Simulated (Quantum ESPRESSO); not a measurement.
Crystal: TaN.

```
CELL_PARAMETERS angstrom
0.00000 2.21132 2.21132
2.21132 0.00000 2.21132
2.21132 2.21132 0.00000
ATOMIC_POSITIONS crystal
Ta 0.50000 0.50000 0.50000
N 0.00000 0.00000 0.00000
```

The cell comes from a database or a generator and needn't be the stable form of this composition.

Base run:

```yaml
Program: Quantum ESPRESSO 7.5
Functional: revPBE
Potentials_or_basis: SG15 PBE 1.2
Cutoff: 1197 eV
Density_cutoff: 4789 eV
k_mesh: 10 × 10 × 10
Occupations: fermi-dirac, width 0.05 eV
Spin: no spin polarisation
```

Its results: band gap on the k mesh none (metal or under the smearing width); pressure 4.4 GPa.

**Question.** After a change of settings the same cell gave: band gap on the k mesh none (metal or under the smearing width); pressure -11.5 GPa. Which change was it?
A. functional from revPBE to PBE
B. functional from revPBE to r2SCAN; k mesh from 10 × 10 × 10 to 8 × 8 × 8
C. functional from revPBE to RPBE
D. functional from revPBE to PBEsol

**Answer.** D.

PBEsol binds more tightly than revPBE, so the same cell stands under less pressure.

Caveats: the potentials were made for another functional, which shifts forces and pressure; spin-orbit coupling is left out, which moves the levels of the heavy elements.
